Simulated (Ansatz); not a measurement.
**BN: equation of state with LDA**

The system is BN.

```
CELL_PARAMETERS angstrom
2.55394 0.00000 0.00000
-1.27697 2.21178 0.00000
0.00000 0.00000 4.22685
ATOMIC_POSITIONS crystal
N 0.33333 0.66667 0.12528
N 0.66667 0.33333 0.62528
B 0.33333 0.66667 0.49972
B 0.66667 0.33333 0.99972
```

Measurements of this composition are mostly on another form, of space group No. 194.

```
Program             : Ansatz 0.2.0
Task                : equation of state
Functional          : LDA
Potentials or basis : all-electron LAPW, scalar-relativistic
Basis error allowed : 0.002 eV/atom
k mesh              : 12 × 12 × 6
Occupations         : fermi-dirac, width 0.05 eV
Spin                : no spin polarisation
```

- Equilibrium volume: 5.76 Å³/atom
- Bulk modulus at fixed shape and positions: 403 GPa
- Pressure derivative of the bulk modulus: 3.7

Energy against volume, from the lowest point:
| volume (Å³/atom) | energy (meV/atom) |
| --- | --- |
| 5.611 | 4.69 |
| 5.730 | 0.00 |
| 5.850 | 1.68 |
| 5.969 | 9.13 |
| 6.088 | 21.84 |
| 6.208 | 39.31 |
| 6.327 | 61.11 |

All runs of the series together: 91 s on 2 threads of Arm Neoverse V1, with other jobs on the host.

Caveat: the cell was scaled at fixed shape and fractional positions, which overstates the stiffness of a crystal with free parameters, most of all of layers and chains.
